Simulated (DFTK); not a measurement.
# MgS (F-43m) in DFTK: equation of state

How stiff is MgS in PBE, and what volume does it want? The cell is scaled to several volumes.

Program: DFTK 0.8.2. These are calculated values, not measurements. Logs are shortened: lines on timing, memory, paths and dates and some standing lists are left out, and cuts for length are marked.

### Step 1. Starting point

Symmetry: F-43m, No. 216, cubic system. The conventional cell has a = 5.666 Å, b = 5.666 Å, c = 5.666 Å, α = 90.00°, β = 90.00°, γ = 90.00°. S (site symmetry -43m) has 4 Mg at 2.45 Å as nearest neighbours. Mg (site symmetry -43m) has 4 S at 2.45 Å as nearest neighbours.

The cell comes from a database or a generator and needn't be the stable form of this composition.

### Step 2. Equation of state, PBE

Contents of run.jl:

```julia
using DFTK
using PseudoPotentialData
using Unitful, UnitfulAtomic
using LinearAlgebra, Printf
include("save.jl")
disable_threading()

# lattice vectors are the columns
lattice = austrip(1u"Å") * [           0.0   2.8331200468   2.8331200468;
             2.8331200468            0.0   2.8331200468;
             2.8331200468   2.8331200468            0.0]
symbols   = [:S, :Mg]
positions = [[0.25, 0.25, 0.25],
             [0.0, 0.0, 0.0]]
pseudopotentials = PseudoFamily("dojo.nc.sr.pbe.v0_4_1.standard.upf")
elements = Dict(s => ElementPsp(s, pseudopotentials) for s in unique(symbols))
atoms    = [elements[s] for s in symbols]

build_model(lattice, positions; symmetries=true) =
    model_DFT(lattice, atoms, positions;
              functionals=PBE(),
              temperature=austrip(0.05u"eV"),
              smearing=Smearing.FermiDirac(),
              symmetries)
Ecut  = 42.0  # hartree
kgrid = [8, 8, 8]
tol   = 1e-6
to_GPa = ustrip(uconvert(u"GPa", 1u"hartree/bohr^3"))

results["points"] = []
for scale in [0.94, 0.96, 0.98, 1.0, 1.02, 1.04, 1.06]
    println("\n=== scale = ", scale)
    model = build_model(cbrt(scale) * lattice, positions)
    basis = PlaneWaveBasis(model; Ecut, kgrid)
    t0 = time()
    scfres = self_consistent_field(basis;
                                   tol,
                                   nbandsalg=AdaptiveBands(model; n_bands_converge=13))
    seconds = time() - t0
    @printf "SCF: %d iterations, %.1f s\n" scfres.n_iter seconds
    forces = compute_forces_cart(scfres)
    stress = compute_stresses_cart(scfres)
    @printf "V = %.5f Å^3  F = %.8f Ha  max force = %.5f eV/Å  p = %.4f GPa\n" ustrip(auconvert(u"Å^3", model.unit_cell_volume)) scfres.energies.total ustrip(auconvert(u"eV/Å", maximum(norm, forces))) (-tr(stress) / 3 * to_GPa)
    push!(results["points"], save_scf!(scfres; forces, stress, d=Dict{String,Any}("seconds" => seconds, "n_matvec" => get(scfres, :n_matvec, 0))))
end

# third-order Birch-Murnaghan fit in x = V^(-2/3)
V = [0.94, 0.96, 0.98, 1.0, 1.02, 1.04, 1.06] * abs(det(lattice))
E = [p["total"] for p in results["points"]]
x = V .^ (-2 / 3)
c = [x .^ 0 x x .^ 2 x .^ 3] \ E
Δ = c[3]^2 - 3c[2] * c[4]
if Δ > 0
    x0 = (-c[3] + sqrt(Δ)) / 3c[4]
    B0 = 4 / 9 * x0^(7 / 2) * (2c[3] + 6c[4] * x0)
    @printf "V0 = %.4f Å^3  B0 = %.2f GPa\n" ustrip(auconvert(u"Å^3", x0^(-3 / 2))) B0 * to_GPa
end
```

Potentials or basis: dojo.nc.sr.pbe.v0_4_1.standard.upf (PBE).

On the command line:

```
$ julia --threads=1 run.jl  # save.jl only writes the numbers to a file and isn't shown; printed stress counts tension as positive; times include loading and compiling
```

The log of the run:

```text
=== scale = 0.94
n     Energy            log10(ΔE)   log10(Δρ)   Diag   Δtime
---   ---------------   ---------   ---------   ----   ------
  1   -70.51399096696                   -0.92    4.7    8.93s
  2   -70.53523044199       -1.67       -1.60    2.0    5.91s
  3   -70.53551655602       -3.54       -2.01    2.2    5.28s
  4   -70.53553981512       -4.63       -2.78    1.5    4.55s
  5   -70.53554154053       -5.76       -3.43    3.1    6.16s
  6   -70.53554159306       -7.28       -3.91    2.4    5.54s
  7   -70.53554159681       -8.43       -4.54    2.3    6.23s
  8   -70.53554159704       -9.64       -5.29    2.7    5.52s
  9   -70.53554159707      -10.65       -5.66    3.2    6.12s
 10   -70.53554159707      -12.12       -6.44    1.4    4.46s
SCF: 10 iterations, 59.9 s
V = 42.75164 Å^3  F = -70.53554160 Ha  max force = 0.00000 eV/Å  p = 5.1093 GPa

=== scale = 0.96
n     Energy            log10(ΔE)   log10(Δρ)   Diag   Δtime
---   ---------------   ---------   ---------   ----   ------
[... 50 further cycles ...]
  1   -70.51254431384                   -0.92    4.6    8.86s
  2   -70.53666786925       -1.62       -1.62    2.0    4.94s
  3   -70.53698046479       -3.51       -1.99    2.6    5.71s
  4   -70.53700203318       -4.67       -2.76    1.3    4.52s
  5   -70.53700352099       -5.83       -3.35    3.0    6.91s
  6   -70.53700357352       -7.28       -3.90    2.3    5.04s
  7   -70.53700357887       -8.27       -4.64    2.4    5.75s
  8   -70.53700357906       -9.74       -5.52    2.9    5.40s
  9   -70.53700357907      -10.96       -5.90    3.5    7.64s
 10   -70.53700357907      -12.22       -6.78    1.7    4.62s
SCF: 10 iterations, 60.1 s
V = 48.20930 Å^3  F = -70.53700358 Ha  max force = 0.00000 eV/Å  p = -2.0861 GPa
V0 = 46.2755 Å^3  B0 = 54.98 GPa
```

Wall time 14 min (1 thread of Intel Xeon Platinum 8488C (Sapphire Rapids), shared host); peak memory 1.9 GiB.

What came out:

- Equilibrium volume: 23.14 Å³/atom
- Bulk modulus: 55 GPa
- Pressure derivative of the bulk modulus: 4.1

Energy against volume, from the lowest point:
```
volume (Å³/atom)  energy (meV/atom)
          21.376              26.33
          21.831              13.97
          22.285               5.71
          22.740               1.19
          23.195               0.00
          23.650               1.85
          24.105               6.44
```

### Step 3. Single point, PBE, 21.38 Å³/atom (volume scaled by 0.94)

run.jl is that of step 2.

Potentials or basis: dojo.nc.sr.pbe.v0_4_1.standard.upf (PBE).

On the command line:

```
$ julia --threads=1 run.jl  # one pass of the loop, scale = 0.94; save.jl only writes the numbers to a file and isn't shown; printed stress counts tension as positive; times include loading and compiling
```

Run time: 60 s. Hardware: 1 thread of Intel Xeon Platinum 8488C (Sapphire Rapids), shared host.

The run converged. Its results:

```yaml
Free_energy: -1919.3699 eV
Pressure: 5.1 GPa
Band_gap_on_the_k_mesh: 3.75 eV, direct
```

### Step 4. Single point, PBE, 21.83 Å³/atom (volume scaled by 0.96)

run.jl is that of step 3.

On the command line:

```
$ julia --threads=1 run.jl  # one pass of the loop, scale = 0.96; save.jl only writes the numbers to a file and isn't shown; printed stress counts tension as positive; times include loading and compiling
```

Wall time 59 s (1 thread of Intel Xeon Platinum 8488C (Sapphire Rapids), shared host).

Results (log left out):

```yaml
Free_energy: -1919.3946 eV
Pressure: 3.6 GPa
Band_gap_on_the_k_mesh: 3.65 eV, direct
```

### Step 5. Single point, PBE, 22.29 Å³/atom (volume scaled by 0.98)

run.jl is that of step 4.

On the command line:

```
$ julia --threads=1 run.jl  # one pass of the loop, scale = 0.98; save.jl only writes the numbers to a file and isn't shown; printed stress counts tension as positive; times include loading and compiling
```

Run time: 59 s. Hardware: 1 thread of Intel Xeon Platinum 8488C (Sapphire Rapids), shared host.

The run converged. Its results:

* Free energy: -1919.4111 eV
* Pressure: 2.2 GPa
* Band gap on the k mesh: 3.54 eV, direct

### Step 6. Single point, PBE, 22.74 Å³/atom

run.jl is that of step 5.

Potentials or basis: dojo.nc.sr.pbe.v0_4_1.standard.upf (PBE).

On the command line:

```
$ julia --threads=1 run.jl  # one pass of the loop, scale = 1.0; save.jl only writes the numbers to a file and isn't shown; printed stress counts tension as positive; times include loading and compiling
```

Wall time 60 s (1 thread of Intel Xeon Platinum 8488C (Sapphire Rapids), shared host).

The run converged. Its results:

```
Free energy            : -1919.4201 eV
Pressure               : 1.0 GPa
Band gap on the k mesh : 3.44 eV, direct
```

### Step 7. Single point, PBE, 23.20 Å³/atom (volume scaled by 1.02)

run.jl is that of step 6.

On the command line:

```
$ julia --threads=1 run.jl  # one pass of the loop, scale = 1.02; save.jl only writes the numbers to a file and isn't shown; printed stress counts tension as positive; times include loading and compiling
```

Wall time 58 s (1 thread of Intel Xeon Platinum 8488C (Sapphire Rapids), shared host).

The run converged. Its results:

```yaml
Free_energy: -1919.4225 eV
Pressure: -0.1 GPa
Band_gap_on_the_k_mesh: 3.34 eV, direct
```

### Step 8. Single point, PBE, 23.65 Å³/atom (volume scaled by 1.04)

run.jl is that of step 7.

On the command line:

```
$ julia --threads=1 run.jl  # one pass of the loop, scale = 1.04; save.jl only writes the numbers to a file and isn't shown; printed stress counts tension as positive; times include loading and compiling
```

Run time: 58 s. Hardware: 1 thread of Intel Xeon Platinum 8488C (Sapphire Rapids), shared host.

It converged, with:

```
Free energy            : -1919.4188 eV
Pressure               : -1.2 GPa
Band gap on the k mesh : 3.25 eV, direct
```

### Step 9. Single point, PBE, 24.10 Å³/atom (volume scaled by 1.06)

run.jl is that of step 8.

Potentials or basis: dojo.nc.sr.pbe.v0_4_1.standard.upf (PBE).

On the command line:

```
$ julia --threads=1 run.jl  # one pass of the loop, scale = 1.06; save.jl only writes the numbers to a file and isn't shown; printed stress counts tension as positive; times include loading and compiling
```

Wall time 60 s (1 thread of Intel Xeon Platinum 8488C (Sapphire Rapids), shared host).

It converged, with:

```
Free energy            : -1919.4096 eV
Pressure               : -2.1 GPa
Band gap on the k mesh : 3.16 eV, direct
```
